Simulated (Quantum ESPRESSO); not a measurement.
Crystal: CuO.

```
Cu O
1.0
     2.83633    0.00000    0.00000
    -1.41816    2.45633    0.00000
     0.00000    0.00000    2.76811
Cu O
1 1
Direct
  0.00000 0.00000 0.00000
  0.66667 0.33333 0.50000
```

Measurements of this composition are mostly on another form, of space group No. 15.

Base run:

- Program: Quantum ESPRESSO 7.5
- Functional: LDA
- Potentials or basis: SSSP 1.3 efficiency PBE
- Cutoff: 748 eV
- Density cutoff: 5987 eV
- k mesh: 11 × 11 × 10
- Occupations: fermi-dirac, width 0.05 eV
- Spin: no spin polarisation
- Hubbard terms: Cu d U = 3 eV

Its results: band gap on the k mesh none (metal or under the smearing width); pressure -14.1 GPa.

After a change of settings the same cell gave: band gap on the k mesh none (metal or under the smearing width); pressure -15.0 GPa. Which change was it?
A. hubbard terms from Cu d U = 3 eV to Cu d U = 5 eV
B. hubbard terms from Cu d U = 3 eV to none
C. functional from LDA to PBE; hubbard terms from Cu d U = 3 eV to none; hubbard projectors from ortho-atomic to none
D. hubbard terms from Cu d U = 3 eV to Cu d U = 2 eV

D.

Caveats: the potentials were made for another functional, which shifts forces and pressure; an odd number of electrons without spin polarisation forces a metal; a magnetic or distorted state may lie lower; the run has no spin polarisation, though such a crystal can be magnetic; U without spin polarisation on a metal has little footing.

Not every run made on this cell is shown here.
